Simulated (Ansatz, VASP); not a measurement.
Sb in VASP and in Ansatz

```xyz
2
Lattice="4.2314 0.0000 0.0000 -2.1157 3.6645 0.0000 0.0000 0.0000 28.0000" Properties=species:S:1:pos:R:3 pbc="T T T"
Sb    0.0000    2.4430   14.7963
Sb    2.1157    1.2215   13.2037
```

Change from the starting cell: biaxial strain +0.040, atoms relaxed.

Alike in both runs: functional PBE; dispersion D3(BJ); k mesh 9 × 9 × 1; occupations gaussian, width 0.02 eV; no spin polarisation.

Ansatz relaxed the structure, and its values are those at the end. VASP's run is a single point on that final structure, the one shown.

|  | VASP | Ansatz |
| --- | --- | --- |
| version | VASP 6.6.1 | Ansatz 0.2.0 |
| potentials or method | VASP PAW PBE potentials, release 64 (Sb) | scalar-relativistic, plane waves, PAW |
| plane-wave cutoff (eV) | 520 | 420 |
| valence electrons in the cell | 10 | 30 |

Ansatz gave:

```
gap on the k mesh at the Fermi level (eV) : 1.43
least direct gap on the mesh (eV)         : 1.43
rms of the force components (eV/Å)        : 0.001
```

Q: Which values does VASP return?

A: gap on the k mesh at the Fermi level (eV): 1.40; least direct gap on the mesh (eV): 1.40; rms of the force components (eV/Å): 0.045.

The two sets of potentials don't hold the same shells in valence. Ansatz warned: «stress_scf_threshold_loose».

Caveats: spin-orbit coupling is left out, which moves the levels of the heavy elements.
